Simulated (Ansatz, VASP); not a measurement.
One calculation of Mg3Te, two programs

```
CELL_PARAMETERS angstrom
-2.16751 2.16751 5.35200
2.16751 -2.16751 5.35200
2.16751 2.16751 -5.35200
ATOMIC_POSITIONS crystal
Te 0.00000 0.00000 0.00000
Mg 0.25000 0.75000 0.50000
Mg 0.75000 0.25000 0.50000
Mg 0.50000 0.50000 0.00000
```

Change from the starting cell: volume scaled by 1.04.

Alike in both runs: task single point; functional PBE; k mesh 9 × 9 × 9; occupations fermi-dirac, width 0.05 eV; no spin polarisation.

```csv
,VASP,Ansatz
version,VASP 6.6.1,Ansatz 0.2.0
potentials or method,"VASP PAW PBE potentials, release 64 (Te, Mg)",Ansatz PAW
plane-wave cutoff (eV),520,420
valence electrons in the cell,12,46
```

VASP gave:

| Item | Value |
| --- | --- |
| gap on the k mesh at the Fermi level (eV) | none |
| pressure (GPa) | -1.3 |
| largest component of the traceless stress (GPa) | 0.16 |

**Question.** Which values does Ansatz return?

**Answer.** gap on the k mesh at the Fermi level (eV): none; pressure (GPa): -1.2; largest component of the traceless stress (GPa): 0.17.

A gap of «none» marks a metal or a gap that the smearing closes. The two sets of potentials don't hold the same shells in valence.

The runs have no spin-orbit coupling, so splittings on Te are missing.
